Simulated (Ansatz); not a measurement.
# AlCo (Pm-3m): scan of the energy under strain in Python

What does a strain cost in AlCo (Pm-3m)? A script is to give a scan of the energy under strain; the system is AlCo (Pm-3m).

Program: the Python package of Ansatz 0.2.0. Level of theory: DFT PBE, plane waves, PAW. These are calculated values, not measurements.

**1. Starting point**

Symmetry: Pm-3m, No. 221, cubic system. The conventional cell has a = 2.819 Å, b = 2.819 Å, c = 2.819 Å, α = 90.00°, β = 90.00°, γ = 90.00°. Al (site symmetry m-3m) has 8 Co at 2.44 Å as nearest neighbours. Co (site symmetry m-3m) is surrounded by 8 Al at 2.44 Å.

No structure file is read: the coordinates are typed or built in the script.

**2. The script**

strain_alco.py reads:

```python
import warnings

import ansatz
import numpy as np

SMEARING = 'Fermi-Dirac'
SMEARING_WIDTH = 0.1
ECUT = 520
KGRID = (12, 12, 12)

vectors0 = np.array([
    [2.819403, 0.0, 0.0],
    [0.0, 2.819403, 0.0],
    [0.0, 0.0, 2.819403],
])
sites = [
    ('Al', (0.0, 0.0, 0.0), 0.0),
    ('Co', (0.5, 0.5, 0.5), 1.8),
]


def crystal_on(cell):
    crystal = ansatz.Crystal(lattice=ansatz.Lattice.of(cell))
    for symbol, position, moment in sites:
        crystal = crystal.atom(symbol, position, moment=moment or None)
    return crystal

warnings.simplefilter('ignore', ansatz.DeckWarning)

values = np.linspace(-0.05, 0.05, 7)
energies = []
for d in values:
    strain = np.diag([0, 0, d])
    cell = vectors0 @ (np.eye(3) + strain)
    calculation = (
        crystal_on(cell).calculation()
        .functional(ansatz.Functional.PBE)
        .pseudopotentials('paw')
        .occupations(SMEARING, width=SMEARING_WIDTH)
        .spin('collinear')
        .basis(ECUT)
        .kpoints(*KGRID)
    )
    rep = calculation.run(threads=1).report
    energies.append(rep['free_energy_ev'] / len(sites))
    print(f'd = {d:+.4f}  F = {energies[-1]:.5f} eV/atom')
energies = np.array(energies)

for value, e in zip(values, energies):
    print(f'strain {value:7.3f}   E - Emin = {1000 * (e - energies.min()):9.3f} meV/atom')
np.savetxt('strain.csv', np.column_stack([values, energies]), fmt='%.6f', delimiter=',', header='strain,energy_eV_per_atom')
curvature = 2 * np.polyfit(values, energies, 3)[1]
volume = abs(np.linalg.det(vectors0)) / len(sites)
print(f'd2E/dd2 over the volume: {curvature / volume * 160.21766:.1f} GPa')
```

**3. The input behind the calls**

The package turns the script's settings into the engine's input (first run):

```yaml
crystal:
  lattice:
    - [2.819403, 0.0, 0.0]
    - [0.0, 2.819403, 0.0]
    - [0.0, 0.0, 2.6784328499999996]
  atoms:
    - { symbol: Al, position: [0.0, 0.0, 0.0] }
    - { symbol: Co, position: [0.5, 0.5, 0.5], spin: 1.8 }
basis:
  ecutwfc: 520.0
kpoints:
  mp_grid:
    grid: [12, 12, 12]
hamiltonian:
  xc: pbe
  pseudopotentials:
    kind: paw
magnetization:
  spin_polarized: true
scf:
  occupations:
    method: fermi_dirac
    width: 0.1
```

**4. Running it**

Command:

```console
$ python strain_alco.py
```

**Question.** How much energy does this uniaxial strain cost, and what curvature follows?

As calculated:

| quantity | value |
| --- | --- |
| curvature under the strain | 327.9 GPa |
| runs compared | 7 |
| range of energy | 62.28 meV/atom |
| lowest point, strain | 0.017 |

In words: Against the unstrained cell the energy per atom changes by +57.28 meV at one end of the scan and -0.02 meV at the other, and its second derivative over the volume is 327.9 GPa. Notes:
- The SCF didn't keep the moments it started from (some shrank, vanished or turned); what is printed is the state reached.
- The curvature belongs to this strain pattern and to the cell's stress; it equals a single elastic constant only for simple patterns.
- In a metal a curvature from energy changes of a few meV or less hangs on mesh and smearing, in size and even in sign.
- The structure comes from a database of computed cells and needn't be a stable or known phase.
- The ions keep their fractional positions (clamped ions). The starting moments were not kept in at least one run, so it stands on a weaker or other magnetic state than the one typed.
